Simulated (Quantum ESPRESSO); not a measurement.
The system is PbS (Galena).

```
CELL_PARAMETERS angstrom
0.00000 2.96575 2.96575
2.96575 0.00000 2.96575
2.96575 2.96575 0.00000
ATOMIC_POSITIONS crystal
Pb 0.00000 0.00000 0.00000
S 0.50000 0.50000 0.50000
```

Base run:

```yaml
Program: Quantum ESPRESSO 7.5
Functional: BLYP
Potentials_or_basis: PseudoDojo 0.4.1 SR PBE standard
Cutoff: 762 eV
Density_cutoff: 3048 eV
k_mesh: 8 × 8 × 8, shifted
Occupations: fermi-dirac, width 0.05 eV
Spin: no spin polarisation
```

Its results: pressure 6.1 GPa; electronic dielectric tensor (diagonal) 15.72.

Task: The run is repeated on the same cell with these changes: functional from BLYP to WC. What comes out?

Result: Pressure -0.7 GPa; electronic dielectric tensor (diagonal) 17.75.

WC binds more tightly than BLYP, so the same cell stands under less pressure.

Caveats: the potentials were made for another functional, which shifts forces and pressure; the cell is more than 3 GPa from zero pressure, which shifts response properties (some runs).
